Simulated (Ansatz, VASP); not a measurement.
## PbS (Galena): VASP beside Ansatz

```xyz
2
Lattice="0.0000 2.8936 2.8936 2.8936 0.0000 2.8936 2.8936 2.8936 0.0000" Properties=species:S:1:pos:R:3 pbc="T T T"
Pb    0.0000    0.0000    0.0000
S     2.8936    2.8936    2.8936
```

Alike in both runs: functional LDA; k mesh 7 × 7 × 7; no spin polarisation.

Ansatz relaxed the structure, and its values are those at the end. VASP's run is a single point on that final structure, the one shown.

```csv
,VASP,Ansatz
version,VASP 6.6.1,Ansatz 0.2.0
potentials or method,"VASP PAW LDA potentials, release 64 (Pb_d, S)","plane waves, PAW"
plane-wave cutoff (eV),520,530
occupations,"gaussian, width 0.01 eV",fixed
valence electrons in the cell,20,20
```

```csv
,VASP,Ansatz,Ansatz less VASP
gap on the k mesh at the Fermi level (eV),0.84,0.84,0.000
pressure (GPa),2.0,2.0,-0.06
```

The runs have no spin-orbit coupling, so splittings on Pb are missing.
